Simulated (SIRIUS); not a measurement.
# MgS (F-43m) in SIRIUS: convergence with empty bands

Aim: find how far empty bands must go before the results for MgS settle, at PBE. This setting moves, with any that are tied to it; all else stays.

Program: SIRIUS 7.10.0. These are calculated values, not measurements. Logs are shortened: lines on timing, memory, paths and dates and some standing lists are left out, and cuts for length are marked. The log counts tension as positive stress, the text compression.

## 1. Starting point

The structure is cubic, space group F-43m (No. 216). Conventional cell: a = 5.666 Å, b = 5.666 Å, c = 5.666 Å, α = 90.00°, β = 90.00°, γ = 90.00°. S (site symmetry -43m) has 4 Mg at 2.45 Å as nearest neighbours. Mg (site symmetry -43m) is surrounded by 4 S at 2.45 Å.

The cell comes from a database or a generator and needn't be the stable form of this composition.

## 2. With empty bands 1

Input file sirius.json:

```json
{
  "control": {
    "processing_unit": "cpu",
    "verbosity": 2,
    "num_bands_to_print": 9,
    "print_forces": true,
    "print_stress": true
  },
  "parameters": {
    "electronic_structure_method": "pseudopotential",
    "xc_functionals": ["XC_GGA_X_PBE", "XC_GGA_C_PBE"],
    "gk_cutoff": 9.2,
    "pw_cutoff": 18.4,
    "ngridk": [8, 8, 8],
    "shiftk": [0, 0, 0],
    "smearing": "gaussian",
    "smearing_width": 0.0018374661,
    "num_bands": 9,
    "num_mag_dims": 0,
    "num_dft_iter": 100,
    "energy_tol": 1e-08,
    "density_tol": 1e-06
  },
  "iterative_solver": {
    "type": "davidson",
    "min_tolerance": 1e-10
  },
  "mixer": {
    "type": "anderson",
    "beta": 0.7,
    "max_history": 8
  },
  "settings": {
    "tol_ne": 1e-10
  },
  "unit_cell": {
    "lattice_vectors": [
      [0.0, 5.353820966639, 5.353820966639],
      [5.353820966639, 0.0, 5.353820966639],
      [5.353820966639, 5.353820966639, 0.0]
    ],
    "atom_coordinate_units": "lattice",
    "atom_types": ["S", "Mg"],
    "atom_files": {
      "S": "S.json",
      "Mg": "Mg.json"
    },
    "atoms": {
      "S": [
        [0.25, 0.25, 0.25]
      ],
      "Mg": [
        [0.0, 0.0, 0.0]
      ]
    }
  }
}
```

Potentials or basis: SG15 1.2 PBE (norm-conserving).

Run with:

```
$ upf_to_json S_ONCV_PBE-1.2.upf
$ upf_to_json Mg_ONCV_PBE-1.2.upf
$ OMP_NUM_THREADS=1 sirius.scf --input=sirius.json --output=out.json --task=0
```

Wall time 36 s (1 thread of Arm Neoverse V1, shared host); peak memory 0.24 GiB.

Results:

```yaml
Free_energy: -1759.4145 eV
Pressure: 0.9 GPa
Band_gap_on_the_k_mesh: 3.43 eV
```

## 3. With empty bands 2

Edit sirius.json of step 2 so:

```diff
@@ -4,3 +4,3 @@
     "verbosity": 2,
-    "num_bands_to_print": 9,
+    "num_bands_to_print": 10,
     "print_forces": true,
@@ -17,3 +17,3 @@
     "smearing_width": 0.0018374661,
-    "num_bands": 9,
+    "num_bands": 10,
     "num_mag_dims": 0,
@@ -37,6 +37,7 @@
     "lattice_vectors": [
-      [0.0, 5.353820966639, 5.353820966639],
-      [5.353820966639, 0.0, 5.353820966639],
-      [5.353820966639, 5.353820966639, 0.0]
+      [0.0, 0.707106781187, 0.707106781187],
+      [0.707106781187, 0.0, 0.707106781187],
+      [0.707106781187, 0.707106781187, 0.0]
     ],
+    "lattice_vectors_scale": 7.5714462215,
     "atom_coordinate_units": "lattice",
```

Potentials or basis: SG15 1.2 PBE (norm-conserving).

Run with:

```
$ upf_to_json S_ONCV_PBE-1.2.upf
$ upf_to_json Mg_ONCV_PBE-1.2.upf
$ OMP_NUM_THREADS=1 sirius.scf --input=sirius.json --output=out.json --task=0
```

Run time: 35 s. Hardware: 1 thread of Arm Neoverse V1, shared host; peak memory 0.23 GiB.

It converged, with:

- Free energy: -1759.4145 eV
- Pressure: 0.9 GPa
- Band gap on the k mesh: 3.43 eV

## 4. With empty bands 3

Edit sirius.json of step 3 so:

```diff
@@ -4,3 +4,3 @@
     "verbosity": 2,
-    "num_bands_to_print": 10,
+    "num_bands_to_print": 11,
     "print_forces": true,
@@ -17,3 +17,3 @@
     "smearing_width": 0.0018374661,
-    "num_bands": 10,
+    "num_bands": 11,
     "num_mag_dims": 0,
@@ -37,7 +37,6 @@
     "lattice_vectors": [
-      [0.0, 0.707106781187, 0.707106781187],
-      [0.707106781187, 0.0, 0.707106781187],
-      [0.707106781187, 0.707106781187, 0.0]
+      [0.0, 5.353820966639, 5.353820966639],
+      [5.353820966639, 0.0, 5.353820966639],
+      [5.353820966639, 5.353820966639, 0.0]
     ],
-    "lattice_vectors_scale": 7.5714462215,
     "atom_coordinate_units": "lattice",
```

Run with:

```
$ upf_to_json S_ONCV_PBE-1.2.upf
$ upf_to_json Mg_ONCV_PBE-1.2.upf
$ OMP_NUM_THREADS=1 sirius.scf --input=sirius.json --output=out.json --task=0
```

Run time: 42 s. Hardware: 1 thread of Arm Neoverse V1, shared host; peak memory 0.24 GiB.

It converged, with:

```
Free energy            : -1759.4145 eV
Pressure               : 0.9 GPa
Band gap on the k mesh : 3.43 eV
```

## 5. With empty bands 4

Edit sirius.json of step 4 so:

```diff
@@ -4,3 +4,3 @@
     "verbosity": 2,
-    "num_bands_to_print": 11,
+    "num_bands_to_print": 12,
     "print_forces": true,
@@ -17,3 +17,3 @@
     "smearing_width": 0.0018374661,
-    "num_bands": 11,
+    "num_bands": 12,
     "num_mag_dims": 0,
@@ -37,6 +37,7 @@
     "lattice_vectors": [
-      [0.0, 5.353820966639, 5.353820966639],
-      [5.353820966639, 0.0, 5.353820966639],
-      [5.353820966639, 5.353820966639, 0.0]
+      [0.0, 0.707106781187, 0.707106781187],
+      [0.707106781187, 0.0, 0.707106781187],
+      [0.707106781187, 0.707106781187, 0.0]
     ],
+    "lattice_vectors_scale": 7.5714462215,
     "atom_coordinate_units": "lattice",
```

Run with:

```
$ upf_to_json S_ONCV_PBE-1.2.upf
$ upf_to_json Mg_ONCV_PBE-1.2.upf
$ OMP_NUM_THREADS=1 sirius.scf --input=sirius.json --output=out.json --task=0
```

Run time: 43 s. Hardware: 1 thread of Arm Neoverse V1, shared host; peak memory 0.24 GiB.

It converged, with:

```yaml
Free_energy: -1759.4145 eV
Pressure: 0.9 GPa
Band_gap_on_the_k_mesh: 3.43 eV
```

## 6. With empty bands 6

Edit sirius.json of step 5 so:

```diff
@@ -4,3 +4,3 @@
     "verbosity": 2,
-    "num_bands_to_print": 12,
+    "num_bands_to_print": 14,
     "print_forces": true,
@@ -17,3 +17,3 @@
     "smearing_width": 0.0018374661,
-    "num_bands": 12,
+    "num_bands": 14,
     "num_mag_dims": 0,
```

Potentials or basis: SG15 1.2 PBE (norm-conserving).

Run with:

```
$ upf_to_json S_ONCV_PBE-1.2.upf
$ upf_to_json Mg_ONCV_PBE-1.2.upf
$ OMP_NUM_THREADS=1 sirius.scf --input=sirius.json --output=out.json --task=0
```

Run time: 50 s. Hardware: 1 thread of Arm Neoverse V1, shared host; peak memory 0.24 GiB.

Results (log left out):

* Free energy: -1759.4145 eV
* Pressure: 0.9 GPa
* Band gap on the k mesh: 3.43 eV

## 7. With empty bands 10

Edit sirius.json of step 6 so:

```diff
@@ -4,3 +4,3 @@
     "verbosity": 2,
-    "num_bands_to_print": 14,
+    "num_bands_to_print": 18,
     "print_forces": true,
@@ -17,3 +17,3 @@
     "smearing_width": 0.0018374661,
-    "num_bands": 14,
+    "num_bands": 18,
     "num_mag_dims": 0,
@@ -37,7 +37,6 @@
     "lattice_vectors": [
-      [0.0, 0.707106781187, 0.707106781187],
-      [0.707106781187, 0.0, 0.707106781187],
-      [0.707106781187, 0.707106781187, 0.0]
+      [0.0, 5.353820966639, 5.353820966639],
+      [5.353820966639, 0.0, 5.353820966639],
+      [5.353820966639, 5.353820966639, 0.0]
     ],
-    "lattice_vectors_scale": 7.5714462215,
     "atom_coordinate_units": "lattice",
```

Run with:

```
$ upf_to_json S_ONCV_PBE-1.2.upf
$ upf_to_json Mg_ONCV_PBE-1.2.upf
$ OMP_NUM_THREADS=1 sirius.scf --input=sirius.json --output=out.json --task=0
```

It took 62 s on 1 thread of Arm Neoverse V1, shared host; peak memory 0.25 GiB.

It converged, with:

- Free energy: -1759.4145 eV
- Pressure: 0.9 GPa
- Band gap on the k mesh: 3.43 eV

## 8. With empty bands 16

Edit sirius.json of step 7 so:

```diff
@@ -4,3 +4,3 @@
     "verbosity": 2,
-    "num_bands_to_print": 18,
+    "num_bands_to_print": 24,
     "print_forces": true,
@@ -17,3 +17,3 @@
     "smearing_width": 0.0018374661,
-    "num_bands": 18,
+    "num_bands": 24,
     "num_mag_dims": 0,
```

Potentials or basis: SG15 1.2 PBE (norm-conserving).

Run with:

```
$ upf_to_json S_ONCV_PBE-1.2.upf
$ upf_to_json Mg_ONCV_PBE-1.2.upf
$ OMP_NUM_THREADS=1 sirius.scf --input=sirius.json --output=out.json --task=0
```

Output:

```text
[info] SIRIUS version : 7.10.0
[info] number of MPI ranks           : 1
[info] MPI grid                      : 1 1
[info] maximum number of OMP threads : 1
[fft] FFT context for density and potential
[fft] =====================================
[fft]   comm size                             : 1
[fft]   plane wave cutoff                     : 18.4
[fft]   grid size                             : 48 48 48   total : 110592
[fft]   grid limits                           : -23 24   -23 24   -23 24
[fft]   number of G-vectors within the cutoff : 16156
[fft]   local number of G-vectors             : 16156
[fft]   number of G-shells                    : 874
[fft] FFT context for coarse grid
[fft] =====================================
[fft]   comm size                             : 1
[fft]   plane wave cutoff                     : 18.4
[fft]   grid size                             : 48 48 48   total : 110592
[fft]   grid limits                           : -23 24   -23 24   -23 24
[fft]   number of G-vectors within the cutoff : 16156
[fft]   local number of G-vectors             : 16156
[fft]   number of G-shells                    : 874
[unit cell] lattice vectors
[unit cell]   a1 :       0.0000000000      5.3538209666      5.3538209666
[unit cell]   a2 :       5.3538209666      0.0000000000      5.3538209666
[unit cell]   a3 :       5.3538209666      5.3538209666      0.0000000000
[unit cell] reciprocal lattice vectors
[unit cell]   b1 :      -0.5867944919      0.5867944919      0.5867944919
[unit cell]   b2 :       0.5867944919     -0.5867944919      0.5867944919
[unit cell]   b3 :       0.5867944919      0.5867944919     -0.5867944919
[unit cell] unit cell volume :       306.91741247 [a.u.^3]
[unit cell] 1/sqrt(omega)    :         0.05708069
[unit cell] MT volume        :         0.00000000 ( 0.00%)
[unit cell] IT volume        :       306.91741247 (100.00%)
[unit cell] number of atom types : 2
[unit cell] type id : 0 symbol :  S mt_radius :   6.010000 num_atoms : 1
[unit cell] type id : 1 symbol : Mg mt_radius :   6.010000 num_atoms : 1
[unit cell] total number of atoms : 2
[unit cell] number of symmetry classes : 2
[unit cell] number of PAW atoms : 0
[unit cell] atom id  type id  class id             position                      vector_field
[unit cell] ------------------------------------------------------------------------------------------
[unit cell]      0        0        0      0.25000   0.25000   0.25000      0.00000   0.00000   0.00000
[unit cell]      1        1        1      0.00000   0.00000   0.00000      0.00000   0.00000   0.00000
[unit cell] atom id         position (Cartesian, a.u.)
[unit cell] ---------------------------------------------
[unit cell]      0       2.676910    2.676910    2.676910
[... 337 lines left out ...]
[find] Energy
[find] --------------------------------------------------------------------------------
[find] valence_eval_sum               :     -13.46637984
[find] <rho|V^{XC}>                   :     -12.02095357
[find] <rho|E^{XC}>                   :      -9.25067177
[find] <mag|B^{XC}>                   :       0.00000000
[find] <rho|V^{H}>                    :      40.70183480
[find] one-electron contribution      :     -42.14726107 (Ha),     -84.29452214 (Ry)
[find] hartree contribution           :      20.35091740
[find] xc contribution                :      -9.25067177
[find] ewald contribution             :     -33.61027400
[find] PAW contribution               :       0.00000000
[find] smearing (-TS)                 :      -0.00000000
[find] SCF correction                 :      -0.00000002
[find] Total energy                   :     -64.65728946 (Ha),    -129.31457893 (Ry)
[find] Free energy (E-TS)             :     -64.65728946 (Ha),    -129.31457893 (Ry)
[find] band gap (eV)                  :       3.43225317
[find] Efermi                         :       0.16175506
[find] iteration : 13, RMS : 7.667284366301e-10, energy difference : -1.307398633799e-12
[find] Hartree energy of density residual : 4.845155777487e-17
[find] bands are converged : true
[find] iterative solver converged : true
[find] converged after 14 SCF iterations!
[find] Charges and magnetic moments
[find] --------------------------------------------------------------------------------
[find] total charge          : 16.000000
[find] Energy
[find] --------------------------------------------------------------------------------
[find] valence_eval_sum               :     -13.46637984
[find] <rho|V^{XC}>                   :     -12.02095357
[find] <rho|E^{XC}>                   :      -9.25067177
[find] <mag|B^{XC}>                   :       0.00000000
[find] <rho|V^{H}>                    :      40.70183480
[find] one-electron contribution      :     -42.14726107 (Ha),     -84.29452214 (Ry)
[find] hartree contribution           :      20.35091740
[find] xc contribution                :      -9.25067177
[find] ewald contribution             :     -33.61027400
[find] PAW contribution               :       0.00000000
[find] smearing (-TS)                 :      -0.00000000
[find] SCF correction                 :      -0.00000002
[find] Total energy                   :     -64.65728946 (Ha),    -129.31457893 (Ry)
[find] Free energy (E-TS)             :     -64.65728946 (Ha),    -129.31457893 (Ry)
[find] band gap (eV)                  :       3.43225317
[find] Efermi                         :       0.16175506
[ground_state] === stress tensor components [kbar] ===
[ground_state] === stress_kin ===
[ground_state] -18276.445363   -0.000000    0.000000
[ground_state]    -0.000000-18276.445363    0.000000
[ground_state]     0.000000    0.000000-18276.445363
[ground_state] === stress_har ===
[ground_state] -6502.776302   -0.000000    0.000000
[ground_state]    -0.000000-6502.776302    0.000000
[ground_state]     0.000000    0.000000-6502.776302
[ground_state] === stress_ewald ===
[ground_state] 10739.569572    0.000000    0.000000
[ground_state]     0.00000010739.569572   -0.000000
[ground_state]     0.000000   -0.00000010739.569572
[ground_state] === stress_vloc ===
[ground_state] 12858.776818    0.000000   -0.000000
[ground_state]     0.00000012858.776818   -0.000000
[ground_state]    -0.000000   -0.00000012858.776818
[ground_state] === stress_xc ===
[ground_state]  2802.125635    0.000000   -0.000000
[ground_state]     0.000000 2802.125635   -0.000000
[ground_state]    -0.000000   -0.000000 2802.125635
[ground_state] === stress_nonloc ===
[ground_state] -1630.591406   -0.000000    0.000000
[ground_state]    -0.000000-1630.591406    0.000000
[ground_state]     0.000000    0.000000-1630.591406
[ground_state] === stress_us_nl ===
[ground_state] -1630.591406   -0.000000    0.000000
[ground_state]    -0.000000-1630.591406    0.000000
[ground_state]     0.000000    0.000000-1630.591406
[ground_state] === stress_total ===
[ground_state]    -9.341046    0.000000    0.000000
[ground_state]     0.000000   -9.341046   -0.000000
[ground_state]     0.000000   -0.000000   -9.341046
[ground_state] ==== total Forces in Ha/bohr =====
[ground_state] atom:    0, force:      -0.0000000      0.0000000      0.0000000
[ground_state] atom:    1, force:       0.0000000     -0.0000000      0.0000000
[ground_state] ==== ultrasoft contribution from Qij =====
[ground_state] atom:    0, force:       0.0000000      0.0000000      0.0000000
[ground_state] atom:    1, force:       0.0000000      0.0000000      0.0000000
[ground_state] ==== non-local contribution from Beta-projector =====
[ground_state] atom:    0, force:       0.0000000      0.0000000      0.0000000
[ground_state] atom:    1, force:       0.0000000      0.0000000      0.0000000
[ground_state] ==== contribution from local potential =====
[ground_state] atom:    0, force:       0.0000000      0.0000000      0.0000000
[ground_state] atom:    1, force:       0.0000000     -0.0000000      0.0000000
[ground_state] ==== contribution from core density =====
[ground_state] atom:    0, force:       0.0000000      0.0000000      0.0000000
[ground_state] atom:    1, force:       0.0000000      0.0000000      0.0000000
[ground_state] ==== Ewald forces from ions =====
[ground_state] atom:    0, force:      -0.0000000      0.0000000      0.0000000
[ground_state] atom:    1, force:       0.0000000      0.0000000      0.0000000
[~DFT_ground_state] local op. applied: 25581
[~DFT_ground_state] evp. work count: 4771.18
[~DFT_ground_state] number of iterative solver steps: 1444
```

It took 85 s on 1 thread of Arm Neoverse V1, shared host; peak memory 0.26 GiB.

Results:

```yaml
Free_energy: -1759.4145 eV
Pressure: 0.9 GPa
Band_gap_on_the_k_mesh: 3.43 eV
```

## 9. The series at a glance

| empty bands | energy less the tightest run, at zero smearing (meV/atom) | SCF cycles | CPU time (s) | peak memory (GiB) |
| --- | --- | --- | --- | --- |
| 1 | 0.00 | 22 | 36 | 0.24 |
| 2 | 0.00 | 18 | 35 | 0.23 |
| 3 | 0.00 | 19 | 42 | 0.24 |
| 4 | 0.00 | 17 | 43 | 0.24 |
| 6 | 0.00 | 16 | 50 | 0.24 |
| 10 | 0.00 | 15 | 62 | 0.25 |
| 16 | 0.00 | 14 | 85 | 0.26 |

Against the tightest run, the energy stays within 1 meV/atom from 1 on. The tightest run that finished is the yardstick and may itself not be fully converged.
